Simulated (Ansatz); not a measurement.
Al$_{2}$Cu: how the occupation rule moves the results

All numbers below come from Ansatz, DFT PBEsol, scalar-relativistic, plane waves, PAW.

```xyz
3
Lattice="4.1052 0.0000 0.0000 0.0000 4.1052 0.0000 0.0000 0.0000 2.8913" Properties=species:S:1:pos:R:3 pbc="T T T"
Al    2.0526    0.0000    1.4457
Al    0.0000    2.0526    1.4457
Cu    0.0000    0.0000    0.0000
```

* plane-wave cutoff: 420 eV
* Γ-centred k-mesh: 10×10×14
* spin treatment: unpolarised

The atoms are held and the occupation rule is swept. Energies are extrapolated to zero smearing and count from the reference run, 10×10×14 Γ-centred mesh, Gaussian smearing 0.1 eV. The cell isn't necessarily relaxed at this level. Pressure is positive in compression.

| rule, width (eV) | ΔE (meV/atom) | ΔF, free energy (meV/atom) | P (GPa) |
| --- | --- | --- | --- |
| Gaussian 0.1 | 0.00 | 0.00 | -2.40 |
| Gaussian 0.01 | 0.03 | 0.77 | -2.40 |
| Gaussian 0.02 | ? | ? | ? |
| Fermi–Dirac 0.01 | 0.03 | 0.72 | -2.41 |
| Fermi–Dirac 0.05 | 0.00 | -0.48 | -2.39 |
| Fermi–Dirac 0.2 | 0.64 | -19.3 | -2.10 |
| Fermi–Dirac 0.3 | 2.32 | -46.0 | -1.77 |
| Methfessel–Paxton 0.5 | ? | ? | ? |
| cold 0.01 | 0.03 | 0.78 | -2.40 |
| cold 0.05 | 0.04 | 0.78 | -2.41 |
| cold 0.1 | 0.00 | 0.73 | -2.41 |
| cold 0.3 | ? | ? | ? |
| tetrahedron | ? | ? | ? |

Fill in the withheld rows.

The withheld rows:

```csv
"rule, width (eV)",ΔE (meV/atom),"ΔF, free energy (meV/atom)",P (GPa)
Gaussian 0.02,0.03,0.74,-2.40
Methfessel–Paxton 0.5,-0.03,1.24,-2.38
cold 0.3,-0.22,0.63,-2.39
tetrahedron,0.30,1.05,-2.49
```

1 further run of this set didn't finish or converge.